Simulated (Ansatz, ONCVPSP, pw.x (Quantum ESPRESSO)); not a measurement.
W (Z = 74): does the ONCV potential hold in the solid?

tungsten, optimised norm-conserving Vanderbilt (ONCV), made with ONCVPSP 4.0.1.1 (patched build) (PBE, scalar-relativistic). Core [Kr] 4d10 4f14, reference 5s2 5p6 5d4 6s2. Waves: 5s+6s: rc 1.90 bohr, ncon 4, nbas 8, qcut 8.3 1/bohr, 2 projectors; 5p: rc 2.05 bohr, ncon 3, nbas 6, qcut 6 1/bohr, 1 projector; 5d: rc 2.80 bohr, ncon 4, nbas 9, qcut 5.2 1/bohr, 2 projectors, debl 3.3 Ha. Local part: polynomial inside 1.55 bohr (lpopt 5, dvloc0 6 Ha). Core correction: Teter function fitted to the true core (icmod 2), fcfact 0.65.

Atomic tests: cutoffs needed: 19 Ha and 23 Ha (the cutoffs (Ha) at which the residual kinetic energy of the hardest occupied pseudo-wave falls to 1 and 0.1 mHa per electron); ghost test: no bound ghost flagged; no localised positive-energy state flagged; largest excitation error: +9.7 meV (all-electron minus pseudo) for 5s2 5p6 5d5 6s1, out of 4 test configurations.

Crystal test: fcc W in pw.x 7.5, no spin, 14³ k-points, Fermi–Dirac smearing 0.01 Ry, cutoffs 55/220 Ry. The reference is all-electron LAPW (Ansatz 0.2.0) with the same functional, mesh and smearing; V0 and B0 come from Birch–Murnaghan fits to the pressures at five volumes. Errors are pseudo minus all-electron; Δ is the rms difference of the E(V) curves that follow from these fits, minima aligned, over ±6 % about the mean V0. Mesh and smearing are coarse, so the numbers serve the comparison and aren't converged zero-temperature values; the lattice is a test structure that the element need not adopt.

All-electron: a0 = 4.039 Å (V0 = 16.47 Å³/atom), B0 = 280.9 GPa.

Task: How far does the potential miss the all-electron equation of state?

Result: mean pressure error (GPa): -2.32; a0 (Å): 4.028; a0 error (%): -0.27; B0 error (%): +0.4; Δ (meV/atom): 8.4.

```json
{"V (Å³/atom)": "15.654", "P all-electron (GPa)": "15.90", "P pseudo (GPa)": "13.14"}
{"V (Å³/atom)": "16.066", "P all-electron (GPa)": "7.42", "P pseudo (GPa)": "4.93"}
{"V (Å³/atom)": "16.478", "P all-electron (GPa)": "-0.06", "P pseudo (GPa)": "-2.34"}
{"V (Å³/atom)": "16.890", "P all-electron (GPa)": "-6.66", "P pseudo (GPa)": "-8.76"}
{"V (Å³/atom)": "17.302", "P all-electron (GPa)": "-12.47", "P pseudo (GPa)": "-14.41"}
```

Task: At the middle volume, how do free energy and pressure move when the wave cutoff is lowered (ecutrho kept at four times it)?

Result:

```csv
cutoff (Ry),shift of F (meV/atom),shift of P (GPa)
25,+1657.6,-51.26
33,+318.1,-14.92
44,+18.9,-1.49
```

The run at the middle volume (104 k-points, 7 iterations) took about 18 s on one core of a shared host (Neoverse-N1, 64 threads, 124 GiB, load 53).
